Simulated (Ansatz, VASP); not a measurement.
**HfO2: VASP beside Ansatz**

The input INCAR:

```
PREC = Accurate
ENCUT = 520
EDIFF = 1E-6
ISMEAR = 0
SIGMA = 0.013000000000000001
LREAL = F
LASPH = T
NELM = 100
ALGO = Normal
ISIF = 2
LWAVE = F
LCHARG = F
GGA = PE
NBANDS = 56
```

Contents of KPOINTS:

```
Automatic mesh
0
Gamma
  5 6 5
```

File POSCAR:

```
HfO2
1.0
    5.2194633600      0.0000000000      0.0000000000
    0.0000000000      5.0047636900      0.0000000000
    0.0000000000      0.0000000000      5.0326850500
Hf O
4 8
Direct
    0.9669940000      0.7325208200      0.7414403500
    0.5330060000      0.7325208200      0.2414403500
    0.4669940000      0.2674791800      0.7414403500
    0.0330060000      0.2674791800      0.2414403500
    0.6321274500      0.9286454000      0.8792672600
    0.8678725500      0.9286454000      0.3792672600
    0.2339485200      0.5398830500      0.4922923900
    0.2660514800      0.5398830500      0.9922923900
    0.7660514800      0.4601169500      0.9922923900
    0.7339485200      0.4601169500      0.4922923900
    0.1321274500      0.0713546000      0.8792672600
    0.3678725500      0.0713546000      0.3792672600
```

File input.yaml:

```yaml
crystal:
  lattice:
    - [5.21946336, 0.0, 0.0]
    - [0.0, 5.00476369, 0.0]
    - [0.0, 0.0, 5.03268505]
  atoms:
    - { symbol: Hf, position: [0.966994, 0.73252082, 0.74144035] }
    - { symbol: Hf, position: [0.533006, 0.73252082, 0.24144035] }
    - { symbol: Hf, position: [0.466994, 0.26747918, 0.74144035] }
    - { symbol: Hf, position: [0.033006, 0.26747918, 0.24144035] }
    - { symbol: O, position: [0.63212745, 0.9286454, 0.87926726] }
    - { symbol: O, position: [0.86787255, 0.9286454, 0.37926726] }
    - { symbol: O, position: [0.23394852, 0.53988305, 0.49229239] }
    - { symbol: O, position: [0.26605148, 0.53988305, 0.99229239] }
    - { symbol: O, position: [0.76605148, 0.46011695, 0.99229239] }
    - { symbol: O, position: [0.73394852, 0.46011695, 0.49229239] }
    - { symbol: O, position: [0.13212745, 0.0713546, 0.87926726] }
    - { symbol: O, position: [0.36787255, 0.0713546, 0.37926726] }
hamiltonian:
  xc: pbe
  pseudopotentials: { kind: paw }
kpoints:
  mp_grid: { grid: [5, 6, 5] }
scf:
  occupations: { method: gaussian, width: 0.013 }
output:
  forces: true
  stress: true
  eigenvalues: true
```

Measurements of this composition are mostly on another form, of space group No. 14.

Alike in both runs: task single point; functional PBE; k mesh 5 × 6 × 5; occupations gaussian, width 0.013 eV; no spin polarisation.

|  | VASP | Ansatz |
| --- | --- | --- |
| version | VASP 6.6.1 | Ansatz 0.2.0 |
| potentials or method | VASP PAW PBE potentials, release 64 (Hf_pv, O) | Ansatz PAW |
| plane-wave cutoff (eV) | 520 | 420 |
| valence electrons in the cell | 88 | 152 |

VASP gave:

```
gap on the k mesh at the Fermi level (eV)       : 4.44
least direct gap on the mesh (eV)               : 4.64
pressure (GPa)                                  : 6.3
largest component of the traceless stress (GPa) : 0.18
rms of the force components (eV/Å)              : 0.031
```

Task: What did Ansatz give for the same quantities?

Result: gap on the k mesh at the Fermi level (eV): 4.48; least direct gap on the mesh (eV): 4.68; pressure (GPa): 9.8; largest component of the traceless stress (GPa): 0.25; rms of the force components (eV/Å): 0.055.

Atom by atom the forces differ by 0.029 eV/Å (rms over components). The functional is the same, so the differences come from potentials, cutoffs and numerics. The two sets of potentials don't hold the same shells in valence.

Caveats: spin-orbit coupling is left out, which moves the levels of the heavy elements; an odd mesh through Γ misses points on the zone boundary, where band edges often lie (VASP); odd divisions of the mesh miss points on the zone boundary, where band edges often lie, so the gap on the mesh can be too wide (Ansatz); the pressure holds a Pulay correction of +0.8 GPa for the finite cutoff (Ansatz).
